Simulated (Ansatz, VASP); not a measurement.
## One calculation of Mg, two programs

Contents of INCAR:

```
ALGO = Normal
EDIFF = 1E-6
ENCUT = 520
GGA = PE
ISIF = 2
ISMEAR = -1
LASPH = T
LCHARG = F
LREAL = F
LWAVE = F
NBANDS = 7
NELM = 60
PREC = Accurate
SIGMA = 0.08
```

Contents of KPOINTS:

```
k-points
0
Gamma
  13 13 13
```

Contents of POSCAR:

```
Mg
1.0
    0.0000000000      2.2460212076      2.2460212076
    2.2460212076      0.0000000000      2.2460212076
    2.2460212076      2.2460212076      0.0000000000
Mg
1
Direct
    0.0000000000      0.0000000000      0.0000000000
```

Input for Ansatz:

```yaml
crystal:
  lattice:
    - [0.0, 2.2460212076, 2.2460212076]
    - [2.2460212076, 0.0, 2.2460212076]
    - [2.2460212076, 2.2460212076, 0.0]
  atoms:
    - { symbol: Mg, position: [0.0, 0.0, 0.0] }
kpoints:
  mp_grid: { grid: [13, 13, 13] }
scf:
  occupations: { method: fermi_dirac, width: 0.08 }
hamiltonian:
  xc: pbe
  pseudopotentials: { kind: all_electron, lapw: { basis_error: 0.00025 } }
output:
  forces: true
  stress: true
  eigenvalues: true
```

Change from the starting cell: volume scaled by 0.98.

Alike in both runs: task single point; functional PBE; k mesh 13 × 13 × 13; occupations fermi-dirac, width 0.08 eV; no spin polarisation.

|  | VASP | Ansatz |
| --- | --- | --- |
| version | VASP 6.6.1 | Ansatz 0.2.0 |
| potentials or method | VASP PAW PBE potentials, release 64 (Mg) | all-electron LAPW, scalar-relativistic |
| plane-wave cutoff (eV) | 520 | see its input |

```csv
,VASP,Ansatz,Ansatz less VASP
pressure (GPa),0.6,0.7,+0.10
```

Ansatz ran all-electron here, so the differences hold the error of VASP's frozen core and of both bases.
